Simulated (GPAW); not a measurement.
# ZnS (Wurtzite-4H) (P6_3mc) in GPAW: further runs

One crystal, ZnS (Wurtzite-4H), is run at these levels: LDA, PBE; tasks: single point.

Everything below comes from runs of GPAW 26.7.0. Logs are shortened: lines on timing, memory, paths and dates and some standing lists are left out, and cuts for length are marked. The log counts tension as positive stress, the text compression.

**Measured values to compare with.**

A printed reference work, monograph reports, for a bulk crystal of ZnS at 4 K: band gap 3.911 eV (direct).

How close the calculation comes is told below.

**1. The crystal as given**

It takes space group P6_3mc (No. 186, hexagonal). The conventional cell has a = 3.823 Å, b = 3.823 Å, c = 12.520 Å, α = 90.00°, β = 90.00°, γ = 120.00°. Zn (site symmetry 3m) is surrounded by 4 S at 2.34 to 2.35 Å. Zn (site symmetry 3m) has 4 S at 2.34 to 2.35 Å as nearest neighbours. S (site symmetry 3m) has 4 Zn at 2.34 to 2.35 Å as nearest neighbours. S (site symmetry 3m) has 4 Zn at 2.34 to 2.35 Å as nearest neighbours.

**2. Single point, LDA**

The input, run.py:

```python
from ase import Atoms
from ase.dft.bandgap import bandgap
from ase.io import write
from ase.units import GPa
from gpaw import GPAW, PW

atoms = Atoms(['Zn', 'Zn', 'Zn', 'Zn', 'S', 'S', 'S', 'S'],
              cell=[[3.8227, 0.0, 0.0],
                    [-1.91135, 3.310555311, 0.0],
                    [0.0, 0.0, 12.52]],
              scaled_positions=[[0.6666666667, 0.3333333333, 0.75],
                                [0.3333333333, 0.6666666667, 0.25],
                                [0.0, 0.0, 0.5],
                                [0.0, 0.0, 0.0],
                                [0.6666666667, 0.3333333333, 0.9375],
                                [0.3333333333, 0.6666666667, 0.4375],
                                [0.0, 0.0, 0.6875],
                                [0.0, 0.0, 0.1875]],
              pbc=True)

calc = GPAW(mode=PW(450),
            xc='LDA',
            kpts={'size': (7, 7, 2), 'gamma': True},
            occupations={'name': 'fermi-dirac', 'width': 0.05},
            nbands=57,
            maxiter=120,
            txt='gpaw.txt')
atoms.calc = calc
energy = atoms.get_potential_energy()
forces = atoms.get_forces()
stress = atoms.get_stress()
calc.write('gs.gpw')
write('result.traj', atoms)
print(f'Energy: {energy:.6f} eV')
print('Forces (eV/A):')
print(forces.round(4))
print('Stress (GPa):', (stress / GPa).round(3))
print('Fermi level:', round(calc.get_fermi_level(), 4), 'eV')
print(f'Gap: {bandgap(calc)[0]:.4f} eV, direct: {bandgap(calc, direct=True)[0]:.4f} eV')
```

Potentials or basis: the program's PAW data sets (release 1.2.1) made for this functional, pw.

Run with:

```console
$ OMP_NUM_THREADS=1 python run.py
```

gpaw.txt:

```text
__  _  _
 | _ |_)|_||  |
 |__||  | ||/\| - 26.7.0

Input parameters:
  mode=PW(ecut=450.00000000000006),
  kpts=MonkhorstPack(size=(7, 7, 2), gamma=True),
  maxiter=120,
  nbands=57,
  occupations=Occupations(name='fermi-dirac', width=0.05),
  xc=XC(name='LDA')

Diagonalizing LCAO Hamiltonian
Converting LCAO to pw mode

             S

             Zn

       S

         S
       Zn

         Zn

       S

       Zn

Atoms  # Å, Bohr magnetons
|   | symbol |         x |        y |         z |    initial magnetic moments |
|---|--------|-----------|----------|-----------|-----------------------------|
| 0 |     Zn |  1.911350 | 1.103518 |  9.390000 | ( 0.0000,  0.0000,  0.0000) |
| 1 |     Zn | -0.000000 | 2.207037 |  3.130000 | ( 0.0000,  0.0000,  0.0000) |
| 2 |     Zn |  0.000000 | 0.000000 |  6.260000 | ( 0.0000,  0.0000,  0.0000) |
| 3 |     Zn |  0.000000 | 0.000000 |  0.000000 | ( 0.0000,  0.0000,  0.0000) |
| 4 |      S |  1.911350 | 1.103518 | 11.737500 | ( 0.0000,  0.0000,  0.0000) |
| 5 |      S | -0.000000 | 2.207037 |  5.477500 | ( 0.0000,  0.0000,  0.0000) |
| 6 |      S |  0.000000 | 0.000000 |  8.607500 | ( 0.0000,  0.0000,  0.0000) |
| 7 |      S |  0.000000 | 0.000000 |  2.347500 | ( 0.0000,  0.0000,  0.0000) |

Unit cell  # Å
| periodic |         x |        y |         z |   lengths |     angles |
|----------|-----------|----------|-----------|-----------|------------|
|      yes |  3.822700 | 0.000000 |  0.000000 |  3.822700 |  90.000000 |
|      yes | -1.911350 | 3.310555 |  0.000000 |  3.822700 |  90.000000 |
|      yes |  0.000000 | 0.000000 | 12.520000 | 12.520000 | 120.000000 |

Number of symmetries: 6
Symmetry operations  # r_c * U_cc + t_c -> r_c
|   | kind |            matrix            |
|---|------|------------------------------|
| 0 |  σ   |  1, 1, 0,  0,-1, 0,  0, 0, 1 |
| 1 |  E   |  1, 0, 0,  0, 1, 0,  0, 0, 1 |
| 2 |  C3  |  0, 1, 0, -1,-1, 0,  0, 0, 1 |
| 3 |  σ   |  0,-1, 0, -1, 0, 0,  0, 0, 1 |
| 4 |  σ   | -1, 0, 0,  1, 1, 0,  0, 0, 1 |
| 5 |  C3  | -1,-1, 0,  1, 0, 0,  0, 0, 1 |

BZ-sampling:
  Number of BZ points: 98
  Number of IBZ points: 16

  Monkhorst-Pack size: [7, 7, 2]
  Monkhorst-Pack shift: [0.0, 0.0, 0.25]

K-points  # in reciprocal-cell coordinates
|     |                                coordinates |     weight |
|-----|--------------------------------------------|------------|
|   0 | (  0.00000000,   0.00000000,   0.00000000) | 0.01020408 |
|   1 | (  0.00000000,   0.00000000,   0.50000000) | 0.01020408 |
|   2 | (  0.14285714,   0.00000000,   0.00000000) | 0.06122449 |
|   3 | (  0.14285714,   0.00000000,   0.50000000) | 0.06122449 |
|   4 | (  0.28571429,  -0.14285714,   0.00000000) | 0.06122449 |
|   5 | (  0.28571429,  -0.14285714,   0.50000000) | 0.06122449 |
|   6 | (  0.28571429,   0.00000000,   0.00000000) | 0.06122449 |
|   7 | (  0.28571429,   0.00000000,   0.50000000) | 0.06122449 |
|   8 | (  0.42857143,  -0.14285714,   0.00000000) | 0.12244898 |
|   9 | (  0.42857143,  -0.14285714,   0.50000000) | 0.12244898 |
| ... |                                            |            |
|  15 | (  0.42857143,   0.42857143,   0.50000000) | 0.06122449 |

Plane wave coefficients: 3499
Cutoff: 450.00000000000006 eV

Spin-components: 1 (collinear spins)
Bands:           57
Projectors:      44
Spin-degeneracy: 2
Datatype:        complex128

Parallelization:
  kpt:    1
  domain: 1
  band:   1

Density:
  Valence electrons: 72.0
  Components: 1
  Grid points: [20 20 63]
  Charge: 0.0  # |e|

Potential:
  Grid points: [20 20 63]

species:
  Zn:
    name:    Zinc
    Z:       30.0
    valence: 12
    core:    18
    charge:  0.0  # [|e|]
    compensation charges:
      type: gauss
      rc: 0.37  # [Å]
      lmax: 2
    cutoffs:
      filter: 2.14  # [Å]
      core: 2.28  # [Å]
    projectors
    | kind |    occ | energy [eV] | rcut [Å] |
    |------|--------|-------------|----------|
    |   4s |  2.000 |      -6.218 |    1.286 |
    |   4p |  0.000 |      -1.230 |    1.270 |
    |   3d | 10.000 |     -10.426 |    1.180 |
    |    s |        |      20.994 |    1.286 |
    |    p |        |      25.981 |    1.270 |
    |    d |        |      16.786 |    1.180 |

    Using partial waves for Zn as LCAO basis

  S:
    name:    Sulfur
    Z:       16.0
    valence: 6
    core:    10
    charge:  0.0  # [|e|]
    compensation charges:
      type: gauss
      rc: 0.24  # [Å]
      lmax: 2
    cutoffs:
      filter: 1.77  # [Å]
      core: 1.66  # [Å]
    projectors
    | kind |    occ | energy [eV] | rcut [Å] |
    |------|--------|-------------|----------|
    |   3s |  2.000 |     -17.278 |    0.974 |
    |   3p |  4.000 |      -7.106 |    0.979 |
    |    s |        |       9.933 |    0.974 |
    |    p |        |      20.105 |    0.979 |
    |    d |        |       0.000 |    0.900 |

    Using partial waves for S as LCAO basis

Reference energy: -238449.942589  # eV

eigensolver:
  PPCG
  Converge bands: occupied
  niter=2

density mixing:
  MSR1-Mixer
  Pratt-step length: 0.05
  Maximum mixing coefficient: 0.75
  Old densities: 10
  SVD Regularization: 0.005
  Good broyden scale: 1.0
  Trust region scale: 1.0
  Backstep threshold: 4.0
  History deletion threshold: 6.0
  Fourier metric: weight=20.0, sigma=0.015

occupation numbers:
  Fermi-Dirac:
    width: 0.0500  # eV

poisson solver:
  ecut: 3600.0000000000005  # eV

xc functional:
  name: None

convergence criteria:
- Maximum [total energy] change in last 3 cyles: 0.0005 eV / valence electron
- Maximum integral of absolute [dens]ity change: 0.0001 electrons / valence electron
- Maximum integral of absolute [eigenst]ate change: 4e-08 eV^2 / valence electron
maximum number of iterations: 120

SCF iterations
|iter     | |      energy | eigst |  dens |
|---------|-|-------------|-------|-------|
|iter:   1| |  -34.130293 | +0.77 |       |
|iter:   2| |  -34.101769 | -0.15 | -1.21 |
|iter:   3| |  -33.103746 | -0.80 | -1.25 |
|iter:   4| |  -33.001708 | -1.80 | -1.70 |
|iter:   5| |  -32.988978 | -2.59 | -2.08 |
|iter:   6| |  -32.990178c| -3.38 | -2.39 |
|iter:   7| |  -32.988921c| -3.61 | -2.97 |
|iter:   8| |  -32.988940c| -4.77 | -3.50 |
|iter:   9| |  -32.988942c| -5.80 | -3.91 |
|iter:  10| |  -32.988942c| -6.50 | -4.32c|
|iter:  11| |  -32.988942c| -7.36 | -5.14c|
|iter:  12| |  -32.988942c| -7.92c| -5.59c|

Converged in 12 steps
Energy contributions relative to reference atoms: (reference = -238449.942589)

Energy contributions:
  Kinetic:          30.152428
  Coulomb:         -25.449252
  Zero:             -0.006130
  External:          0.000000
  Xc:              -37.685988
  Entropy:          -0.000000
  Spinorbit:         0.000000
  ----------------------------
  Free energy:     -32.988942
  Extrapolated:    -32.988942

dipole moment: (-19.500021, -33.775025, -16.683673)  # |e|*Ang

Fermi level: 4.405
Eigenvalues  # (at kpt = [0.000, 0.000, 0.000])
| band index |      eig [eV] | occ [0-2] |
|------------|---------------|-----------|
|          0 |        -9.673 |     2.000 |
|        ... |               |           |
|         28 |         2.559 |     2.000 |
|         29 |         2.961 |     2.000 |
|         30 |         2.961 |     2.000 |
|         31 |         2.979 |     2.000 |
|         32 |         2.979 |     2.000 |
|         33 |         3.398 |     2.000 |
|         34 |         3.439 |     2.000 |
|         35 |         3.439 |     2.000 |
|         36 |         5.315 |     0.000 |
|         37 |         6.412 |     0.000 |
|         38 |         6.609 |     0.000 |
|         39 |         6.843 |     0.000 |
|         40 |         9.610 |     0.000 |
|         41 |         9.610 |     0.000 |
|         42 |         9.727 |     0.000 |
|         43 |         9.925 |     0.000 |
|        ... |               |           |
|         56 |        14.824 |     0.000 |

Gap: 1.876 eV
Transition (v -> c):
  (s=0, k=0, n=35, [0.00, 0.00, 0.00]) -> (s=0, k=0, n=36, [0.00, 0.00, 0.00])
No difference between direct/indirect transitions

Forces  # eV/Ang
|        x |        y |        z |
|----------|----------|----------|
| -0.00000 |  0.00000 |  0.00101 |  # Zn   0
|  0.00000 |  0.00000 |  0.00119 |  # Zn   1
| -0.00000 |  0.00000 |  0.01846 |  # Zn   2
| -0.00000 |  0.00000 |  0.01841 |  # Zn   3
|  0.00000 |  0.00000 |  0.01869 |  # S    4
| -0.00000 |  0.00000 |  0.01874 |  # S    5
| -0.00000 | -0.00000 | -0.03840 |  # S    6
|  0.00000 |  0.00000 | -0.03826 |  # S    7

Stress tensor  # eV/Ang^3
|        x |         y |         z |
|----------|-----------|-----------|
| 0.034599 |  0.000000 |  0.000000 |
| 0.000000 |  0.034599 | -0.000000 |
| 0.000000 | -0.000000 |  0.035433 |

# Writing to gs.gpw (mode='')
```

Run time: 71 s. Hardware: 1 thread of Arm Neoverse V1, shared host; peak memory 0.24 GiB.

Results:

```
Free energy            : -32.9889 eV
Pressure               : -5.6 GPa
Largest force          : 0.038 eV/Å
Band gap on the k mesh : 1.88 eV, direct
```

Forces in eV/Å, atoms in the order of the input:
```
Zn   0.000  0.000  0.001
Zn   0.000  0.000  0.001
Zn   0.000  0.000  0.018
Zn   0.000  0.000  0.018
S    0.000  0.000  0.019
S    0.000  0.000  0.019
S    0.000  0.000 -0.038
S    0.000  0.000 -0.038
```

Stress tensor (GPa, compression positive):
```
-5.54  0.00  0.00
 0.00 -5.54  0.00
 0.00  0.00 -5.68
```

Levels at points of the mesh, in eV from the valence-band top:
| k point | band 34 | band 35 | band 36 | band 37 | band 38 | band 39 |
| --- | --- | --- | --- | --- | --- | --- |
| (0.00, 0.00, 0.00) | -0.04 | 0.00 | 0.00 | 1.88 | 2.97 | 3.17 |
| (0.00, 0.00, 0.50) | -0.15 | -0.15 | -0.15 | 2.77 | 2.77 | 3.10 |

Caveat: the cutoff is short for stress and forces, so pressures can be off by a GPa or more.

**3. Single point, PBE**

The input, run.py:

```python
from ase.dft.bandgap import bandgap
from ase.io import read, write
from ase.units import GPa
from gpaw import GPAW, PW

atoms = read('POSCAR')

calc = GPAW(mode=PW(500),
            xc='PBE',
            kpts={'size': (7, 7, 2), 'gamma': True},
            occupations={'name': 'fermi-dirac', 'width': 0.05},
            nbands=57,
            maxiter=120,
            txt='gpaw.txt')
atoms.calc = calc
energy = atoms.get_potential_energy()
forces = atoms.get_forces()
stress = atoms.get_stress()
calc.write('gs.gpw')
write('result.traj', atoms)
print(f'Energy: {energy:.6f} eV')
print('Forces (eV/A):')
print(forces.round(4))
print('Stress (GPa):', (stress / GPa).round(3))
print('Fermi level:', round(calc.get_fermi_level(), 4), 'eV')
print(f'Gap: {bandgap(calc)[0]:.4f} eV, direct: {bandgap(calc, direct=True)[0]:.4f} eV')
```

The input, POSCAR:

```
ZnS
1.0
    3.8227000000      0.0000000000      0.0000000000
   -1.9113500000      3.3105553110      0.0000000000
    0.0000000000      0.0000000000     12.5200000000
Zn S
4 4
Direct
    0.6666666667      0.3333333333      0.7500000000
    0.3333333333      0.6666666667      0.2500000000
    0.0000000000      0.0000000000      0.5000000000
    0.0000000000      0.0000000000      0.0000000000
    0.6666666667      0.3333333333      0.9375000000
    0.3333333333      0.6666666667      0.4375000000
    0.0000000000      0.0000000000      0.6875000000
    0.0000000000      0.0000000000      0.1875000000
```

Potentials or basis: GPAW PAW data sets (gpaw-data 1.2.1), pw.

Run with:

```console
$ OMP_NUM_THREADS=1 python run.py
```

Run time: 70 s. Hardware: 1 thread of Arm Neoverse V2, shared host; peak memory 0.25 GiB.

It converged, with:

| Item | Value |
| --- | --- |
| Free energy | -27.6570 eV |
| Pressure | 1.2 GPa |
| Largest force | 0.044 eV/Å |
| Band gap on the k mesh | 2.12 eV, direct |

Forces in eV/Å, atoms in the order of the input:
```
Zn   0.000  0.000  0.009
Zn   0.000  0.000  0.009
Zn   0.000  0.000  0.023
Zn   0.000  0.000  0.023
S    0.000  0.000  0.012
S    0.000  0.000  0.012
S    0.000  0.000 -0.044
S    0.000  0.000 -0.044
```

Stress tensor (GPa, compression positive):
```
1.26 0.00 0.00
0.00 1.26 0.00
0.00 0.00 1.10
```

Levels at points of the mesh, in eV from the valence-band top:
| k point | band 34 | band 35 | band 36 | band 37 | band 38 | band 39 |
| --- | --- | --- | --- | --- | --- | --- |
| (0.00, 0.00, 0.00) | -0.04 | 0.00 | 0.00 | 2.12 | 3.19 | 3.38 |
| (0.00, 0.00, 0.50) | -0.14 | -0.14 | -0.14 | 2.98 | 2.98 | 3.31 |

Caveat: the cutoff is short for stress and forces, so pressures can be off by a GPa or more.

**4. Against experiment**

Step 2. Against the measured gap of ZnS, 3.911 eV (direct; 4 K; a printed reference work, monograph), the calculated 1.88 eV is off by -2.03 eV. So large a miss can be the level of theory's own, or it may mean another phase, state or a wrong row. The value is that of LDA, without temperature or zero-point motion. Semilocal functionals fall short of measured gaps as a rule.

Step 3. A measured gap of ZnS is 3.911 eV (direct; 4 K; a printed reference work, monograph); the calculated 2.12 eV misses it by -1.79 eV. The value is that of PBE, without temperature or zero-point motion. Semilocal functionals fall short of measured gaps as a rule.
